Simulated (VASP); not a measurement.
# MgTe (F-43m) in VASP: notebook, part 2 of 2

VASP 6.6.1.

### 3 Optical spectrum, HSE03+D4 (volume scaled by 0.96)

Input file POSCAR:

```
MgTe
1.0
    0.0000000000      3.1883178095      3.1883178095
    3.1883178095      0.0000000000      3.1883178095
    3.1883178095      3.1883178095      0.0000000000
Te Mg
1 1
Direct
    0.2500000000      0.2500000000      0.2500000000
    0.0000000000      0.0000000000      0.0000000000
```

Input file INCAR.step1:

```
SYSTEM = MgTe
  PREC = Accurate
  ENCUT = 520
  EDIFF = 1E-5
  ISMEAR = -5
  SIGMA = 0.05
  LREAL = .False.
  LASPH = .True.
  NELM = 60
  ALGO = Normal
  ISIF = 2
  LWAVE = .True.
  LCHARG = .False.
  NBANDS = 36
  GGA = PE
```

Input file INCAR.step2:

```
SYSTEM = MgTe
  PREC = Accurate
  ENCUT = 520
  EDIFF = 1E-6
  ISMEAR = -5
  SIGMA = 0.05
  LREAL = .False.
  LASPH = .True.
  NELM = 60
  ALGO = Normal
  ISIF = 2
  LWAVE = .False.
  LCHARG = .False.
  GGA = PE
  LHFCALC = .True.
  HFSCREEN = 0.3
  PRECFOCK = Fast
  IVDW = 13
  LOPTICS = .True.
  NBANDS = 36
  NEDOS = 1000
  CSHIFT = 0.1
  ISTART = 1
```

Input file KPOINTS:

```
Automatic mesh
0
Gamma
  4 4 4
  0 0 0
```

Potentials or basis: VASP PAW PBE potentials, release 64 (Te, Mg).

Command:

```sh
$ cat potpaw_PBE.64/Te/POTCAR potpaw_PBE.64/Mg/POTCAR > POTCAR
$ cp INCAR.step1 INCAR
$ mpirun -np 1 vasp_std > vasp.out
$ cp INCAR.step2 INCAR
$ mpirun -np 1 vasp_std > vasp.out
```

OUTCAR:

```text
SYSTEM = MgTe
   PREC = Accurate
   ENCUT = 520
   EDIFF = 1E-6
   ISMEAR = -5
   LREAL = .False.
   LASPH = .True.
   NELM = 60
   ISIF = 2
   GGA = PE
   LHFCALC = .True.
   HFSCREEN = 0.3
   PRECFOCK = Fast
   IVDW = 13
   ISTART = 1

 ion  position               nearest neighbor table
   1  0.250  0.250  0.250-   2 2.76   2 2.76   2 2.76   2 2.76
   2  0.000  0.000  0.000-   1 2.76   1 2.76   1 2.76   1 2.76

  LATTYP: Found a face centered cubic cell.
 ALAT       =     6.3766356190

  Lattice vectors:

 A1 = (   0.0000000000,   3.1883178095,   3.1883178095)
 A2 = (   3.1883178095,   0.0000000000,   3.1883178095)
 A3 = (   3.1883178095,   3.1883178095,   0.0000000000)

Analysis of symmetry for initial positions (statically):
=====================================================================
 Subroutine PRICEL returns:
 Original cell was already a primitive cell.

 Routine SETGRP: Setting up the symmetry group for a
 face centered cubic supercell.

 Subroutine GETGRP returns: Found 24 space group operations
 (whereof 24 operations were pure point group operations)
 out of a pool of 48 trial point group operations.

The static configuration has the point symmetry T_d .

Analysis of symmetry for dynamics (positions and initial velocities):
=====================================================================
 Subroutine PRICEL returns:
 Original cell was already a primitive cell.

 Routine SETGRP: Setting up the symmetry group for a
 face centered cubic supercell.

 Subroutine GETGRP returns: Found 24 space group operations
 (whereof 24 operations were pure point group operations)
 out of a pool of 48 trial point group operations.

The dynamic configuration has the point symmetry T_d .

 Subroutine INISYM returns: Found 24 space group operations
 (whereof 24 operations are pure point group operations),
 and found     1 'primitive' translations

----------------------------------------------------------------------------------------

                                     Primitive cell

  volume of cell :      64.8209

  direct lattice vectors                    reciprocal lattice vectors
     0.000000000  3.188317809  3.188317809    -0.156822510  0.156822510  0.156822510
     3.188317809  0.000000000  3.188317809     0.156822510 -0.156822510  0.156822510
[... 126 lines left out ...]
  energy without entropy =       -7.31903723  energy(sigma->0) =       -7.31903723

 E-fermi :   1.7454     XC(G=0):  -6.8470

 val. band max:        1.7272474962   @ k =   0.0000   0.0000   0.0000
 cond. band min:       4.9132219670   @ k =   0.0000   0.0000   0.0000
 fundamental gap:      3.1859744708
 Fermi energy:         1.7454308399

 k-point     1 :       0.0000    0.0000    0.0000
  band No.  band energies     occupation
      1      -9.4398      2.00000
      2       1.7272      2.00000
      3       1.7272      2.00000
      4       1.7272      2.00000
      5       4.9132      0.00000
      6       7.9480      0.00000
[... 128 lines left out ...]
      2      -1.2420      2.00000
      3      -0.3838      2.00000
      4       0.1120      2.00000
      5       6.9131      0.00000
      6       8.3107      0.00000
[... 8 lines left out ...]
     15      18.3340      0.00000
     16      18.4727      0.00000
 [bands above 16 left out]

------------------------ aborting loop because EDIFF is reached ----------------------------------------

  DFT-D4 for vdW energy calculation

  Edisp (eV):   -0.51339

  FORCE on cell =-STRESS in cart. coord.  units (eV):
  Direction    XX          YY          ZZ          XY          YZ          ZX
  --------------------------------------------------------------------------------------
  -------------------------------------------------------------------------------------
  Total       0.11793     0.11793     0.11793     0.00000     0.00000     0.00000
  in kB       2.91496     2.91496     2.91496     0.00000     0.00000     0.00000
  external pressure =        2.91 kB  Pullay stress =        0.00 kB

 VOLUME and BASIS-vectors are now :
 -----------------------------------------------------------------------------
  energy-cutoff  :      520.00
  volume of cell :       64.82
      direct lattice vectors                 reciprocal lattice vectors
     0.000000000  3.188317809  3.188317809    -0.156822510  0.156822510  0.156822510
     3.188317809  0.000000000  3.188317809     0.156822510 -0.156822510  0.156822510
     3.188317809  3.188317809  0.000000000     0.156822510  0.156822510 -0.156822510

 POSITION                                       TOTAL-FORCE (eV/Angst)
 -----------------------------------------------------------------------------------
      1.59416      1.59416      1.59416        -0.000000      0.000000      0.000000
      0.00000      0.00000      0.00000         0.000000     -0.000000     -0.000000
 -----------------------------------------------------------------------------------
    total drift:                                0.000000     -0.000000      0.000000

  FREE ENERGIE OF THE ION-ELECTRON SYSTEM (eV)
  ---------------------------------------------------
  free  energy   TOTEN  =        -7.8324265606 eV

  energy  without entropy=       -7.8324265606  energy(sigma->0) =       -7.83242656

 electrical conductivity sigma (Mega S m-1) (frequency dependency in vasprun.xml)
  --------------------------------------------------------------------------------------
       0.000       0.000       0.000
       0.000       0.000       0.000
       0.000       0.000       0.000

  frequency dependent IMAGINARY DIELECTRIC FUNCTION (independent particle, no local field effects) density-density
     E(ev)      X         Y         Z        XY        YZ        ZX
  --------------------------------------------------------------------------------------------------------------
     0.00000     0.00000     0.00000     0.00000     0.00000     0.00000     0.00000
     0.52902     0.01503     0.01503     0.01503    -0.00000    -0.00000    -0.00000
     1.05805     0.03200     0.03200     0.03200    -0.00000    -0.00000    -0.00000
     1.58707     0.05360     0.05360     0.05360    -0.00000    -0.00000    -0.00000
     2.11609     0.08485     0.08485     0.08485    -0.00000    -0.00000    -0.00000
     2.64512     0.13783     0.13783     0.13783    -0.00000    -0.00000    -0.00000
[... 92 lines left out ...]
    51.84428     0.00033     0.00033     0.00033    -0.00000     0.00000    -0.00000
    52.37330     0.00032     0.00032     0.00032    -0.00000     0.00000    -0.00000

  frequency dependent      REAL DIELECTRIC FUNCTION (independent particle, no local field effects) density-density
     E(ev)        X           Y           Z          XY          YZ          ZX
  --------------------------------------------------------------------------------------------------------------
     0.00000     5.61263     5.61263     5.61263    -0.00000    -0.00000    -0.00000
     0.52902     5.65193     5.65193     5.65193    -0.00000    -0.00000    -0.00000
     1.05805     5.77477     5.77477     5.77477    -0.00000    -0.00000    -0.00000
     1.58707     5.99792     5.99792     5.99792    -0.00000    -0.00000    -0.00000
     2.11609     6.35730     6.35730     6.35730    -0.00000    -0.00000    -0.00000
     2.64512     6.92966     6.92966     6.92966    -0.00000    -0.00000    -0.00000
[... 92 lines left out ...]
    51.84428     0.91796     0.91796     0.91796     0.00000    -0.00000     0.00000
    52.37330     0.91968     0.91968     0.91968     0.00000    -0.00000     0.00000

  frequency dependent IMAGINARY DIELECTRIC FUNCTION (independent particle, no local field effects) current-current
     E(ev)      X         Y         Z        XY        YZ        ZX
  --------------------------------------------------------------------------------------------------------------
     0.00000    16.02822    16.02822    16.02822     0.00000     0.00000    -0.00000
     0.52902     1.63042     1.63042     1.63042     0.00000     0.00000    -0.00000
     1.05805     0.85976     0.85976     0.85976     0.00000     0.00000    -0.00000
     1.58707     0.62975     0.62975     0.62975     0.00000     0.00000    -0.00000
     2.11609     0.54638     0.54638     0.54638     0.00000     0.00000    -0.00000
     2.64512     0.54518     0.54518     0.54518     0.00000     0.00000    -0.00000
[... 92 lines left out ...]
    51.84428     0.00001     0.00001     0.00001     0.00000     0.00000    -0.00000
    52.37330     0.00001     0.00001     0.00001     0.00000     0.00000    -0.00000

  frequency dependent      REAL DIELECTRIC FUNCTION (independent particle, no local field effects) current-current
     E(ev)        X           Y           Z          XY          YZ          ZX
  --------------------------------------------------------------------------------------------------------------
     0.00000     5.23410     5.23410     5.23410     0.00000     0.00000    -0.00000
     0.52902     5.27027     5.27027     5.27027     0.00000     0.00000    -0.00000
     1.05805     5.38459     5.38459     5.38459     0.00000     0.00000    -0.00000
     1.58707     5.59259     5.59259     5.59259     0.00000     0.00000    -0.00000
     2.11609     5.92867     5.92867     5.92867     0.00000     0.00000    -0.00000
     2.64512     6.46734     6.46734     6.46734     0.00000     0.00000    -0.00000
[... 92 lines left out ...]
    51.84428     0.92465     0.92465     0.92465    -0.00000    -0.00000     0.00000
    52.37330     0.92623     0.92623     0.92623    -0.00000    -0.00000     0.00000
```

It took 2.6 min on 1 thread of Intel Xeon Platinum 8559C (Emerald Rapids), shared host; peak memory 0.31 GiB.

Results:

- Free energy: -7.8324 eV
- Pressure: 0.3 GPa
- Band gap on the k mesh: 3.19 eV, direct
- Dispersion energy per atom: -0.257 eV

Dielectric function (mean over the directions given):
| energy (eV) | real part | imaginary part |
| --- | --- | --- |
| 0.26 | 5.62 | 0.01 |
| 0.74 | 5.69 | 0.02 |
| 1.27 | 5.85 | 0.04 |
| 1.75 | 6.09 | 0.06 |
| 2.27 | 6.50 | 0.10 |
| 2.75 | 7.08 | 0.15 |
| 3.28 | 8.21 | 0.33 |
| 3.76 | 9.85 | 1.14 |
| 4.29 | 12.31 | 3.40 |
| 4.81 | 13.72 | 10.85 |
| 5.29 | 3.33 | 19.31 |
| 5.82 | -1.76 | 9.09 |
| 6.30 | -0.74 | 6.66 |
| 6.82 | 0.38 | 7.21 |
| 7.30 | -1.07 | 6.19 |
| 7.83 | -2.36 | 5.50 |
| 8.36 | -2.25 | 3.96 |
| 8.83 | -2.15 | 3.84 |
| 9.36 | -2.77 | 3.02 |
| 9.84 | -2.14 | 1.64 |
| 10.37 | -1.74 | 1.47 |
| 10.85 | -1.52 | 1.18 |
| 11.37 | -1.28 | 0.82 |
| 11.85 | -0.95 | 0.62 |
| 12.38 | -0.67 | 0.52 |
| 12.91 | -0.41 | 0.49 |
| 13.38 | -0.24 | 0.51 |
| 13.91 | -0.20 | 0.63 |
| 14.39 | -0.32 | 0.55 |
| 14.92 | -0.22 | 0.36 |
| 15.39 | 0.00 | 0.35 |
| 15.92 | 0.03 | 0.51 |
| 16.45 | -0.08 | 0.24 |
| 16.93 | 0.08 | 0.17 |
| 17.46 | 0.19 | 0.24 |
| 17.93 | 0.19 | 0.20 |
| 18.46 | 0.25 | 0.20 |
| 18.94 | 0.29 | 0.21 |
| 19.47 | 0.30 | 0.17 |
| 20.00 | 0.34 | 0.13 |

Caveat: the k mesh is coarse (spacing up to 0.43 Å⁻¹), so the values aren't converged, least of all with exact exchange; spectra need much finer meshes, so this one isn't converged; independent-particle spectra lack excitons; the PAW data sets were made with another functional, which shifts forces and pressure a little; spin-orbit coupling is left out, which moves the levels of the heavy elements.

### 4 For comparison

An earlier run on the cell as given: functional PBE; potentials or basis VASP PAW PBE potentials, release 64 (Te, Mg); cutoff 520 eV; k mesh 7 × 7 × 7; occupations fermi-dirac, width 0.05 eV; no spin polarisation.

* Pressure: 0.7 GPa
* Band gap on the k mesh: 2.41 eV, direct

### 5 Summary

```tsv
task	level	potentials or basis	cell	k mesh	cutoff (eV)	smearing	cutoff of the response function	frequency points	empty bands	GW scheme	GW iterations	mesh quality	gap on the mesh (eV)	pressure (GPa)
G0W0 quasiparticle levels	PBEsol	VASP PAW PBE potentials, release 64 (Te_GW, Mg_GW)	as given	4 × 4 × 4	450	gaussian 0.01 eV	150	64	281	G0W0	1	coarse	-	-
optical spectrum	HSE03+D4	VASP PAW PBE potentials, release 64 (Te, Mg)	volume scaled by 0.96	4 × 4 × 4	520	tetrahedron	-	-	-	-	-	coarse	3.19	0.3
single point	PBE	VASP PAW PBE potentials, release 64 (Te, Mg)	as given	7 × 7 × 7	520	fermi-dirac 0.05 eV	-	-	-	-	-	not flagged	2.41	0.7
```

Alike in all rows: no spin polarisation.

Caveats: some runs use coarse meshes; spin-orbit coupling is left out, which moves the levels of the heavy elements; spectra need much finer meshes, so this one isn't converged (some runs); the PAW data sets were made with another functional, which shifts forces and pressure a little (some runs); bands, screening cutoff and mesh are small and nothing is extrapolated, so the quasiparticle values aren't converged (some runs); independent-particle spectra lack excitons (some runs).

Total energies depend on the potentials used, so only differences within one code and one set of settings carry meaning.
